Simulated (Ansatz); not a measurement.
## Correcting a cheap level on O-containing molecules

The atomisation enthalpy at 298 K in kJ/mol of 6 O-containing molecules: x at r2SCAN-D4/def2-TZVPP, y from tabulated heats of molecules and atoms (Active Thermochemical Tables, CRC Handbook of Chemistry and Physics). Shapes, held fixed at every level: PBE0-D4/def2-TZVP. Flexible molecules stand in one conformer, not always the lowest. Computed values hold a harmonic thermal term (B3LYP/6-31G*, PBE0-D4/def2-TZVP) and the atoms' spin-orbit lowering. Programs: Ansatz 0.2.0.

```
                     molecule  x (kJ/mol)  y (kJ/mol)
              C3H6O (acetone)        3934        3924
  C3H4O3 (ethylene carbonate)        4311        4279
   C3H7NO (dimethylformamide)        4603           ?
        C4H8O (butyraldehyde)        5075        5066
           C4H10O (1-butanol)        5569        5572
C4H10O2 (1,1-dimethoxyethane)        5937        5936
```

Problem. Fit y = c + s·x to the known rows and predict y for C3H7NO.

Solution. 
1. Means of the 5 rows: x = 4965.20, y = 4955.4.
2. Σ(Δx)² = 2812377, Σ(Δx·Δy) = 2843475, so the slope is 2843475/2812377 = 1.0111.
3. Intercept: 4955.4 − (1.0111) × 4965.20 = -64.9. The largest residual of the fit is 15.
4. C3H7NO: -64.9 + 1.0111 × 4603 = 4589 kJ/mol.

The tabulated heats give 4591 kJ/mol, so the prediction is off by -2 kJ/mol, within the largest residual. Uncorrected, r2SCAN-D4/def2-TZVPP misses C3H7NO by +12 kJ/mol, and the other rows by 11 on average. The line removes about 80 % of this miss, partly by chance. Left out in turn, the other rows are missed by 13 kJ/mol on average, worse than no correction.
